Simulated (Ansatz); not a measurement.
NiO:

```
CELL_PARAMETERS angstrom
0.00000 2.08590 2.08590
2.08590 0.00000 2.08590
2.08590 2.08590 0.00000
ATOMIC_POSITIONS crystal
Ni 0.00000 0.00000 0.00000
O 0.50000 0.50000 0.50000
```

Base run:

```yaml
Program: Ansatz 0.2.0
Functional: PBE
Potentials_or_basis: Ansatz PAW
Cutoff: "420 eV (not typed: the program's choice for these potentials)"
k_mesh: 19 × 19 × 19
Occupations: fermi-dirac, width 0.05 eV
Spin: collinear spin, ferromagnetic start
Starting_moments: "[1.0, 0.0] μB"
```

Its results: band gap on the k mesh none (metal or under the smearing width); pressure 5.6 GPa; net moment 1.72 μB per cell; site moments Ni +1.39; O +0.27 μB.

**Question.** After a change of settings the same cell gave: band gap on the k mesh 2.82 eV, indirect (least direct gap 3.87 eV); pressure -3.8 GPa; net moment 2.00 μB per cell; site moments Ni +1.72; O +0.25 μB. Which change was it?
A. functional from PBE to HSEsol; k mesh from 19 × 19 × 19 to 6 × 6 × 6
B. k mesh from 19 × 19 × 19 to 11 × 11 × 11
C. functional from PBE to rPW86-PBE; k mesh from 19 × 19 × 19 to 11 × 11 × 11

**Answer.** A.

Caveats: some runs use coarse meshes; a cell with one magnetic atom can't hold antiferromagnetic order, which such compounds often take; semilocal functionals often make such compounds metallic where correlation or magnetic order opens a gap, which also shifts bond lengths (some runs); the magnetic or orbital state may not be the lowest (some runs); the PAW data sets come from PBE, with cores solved anew for the run's functional, which leaves a small shift of forces and pressure (some runs); the thresholds are loose for stress (some runs).
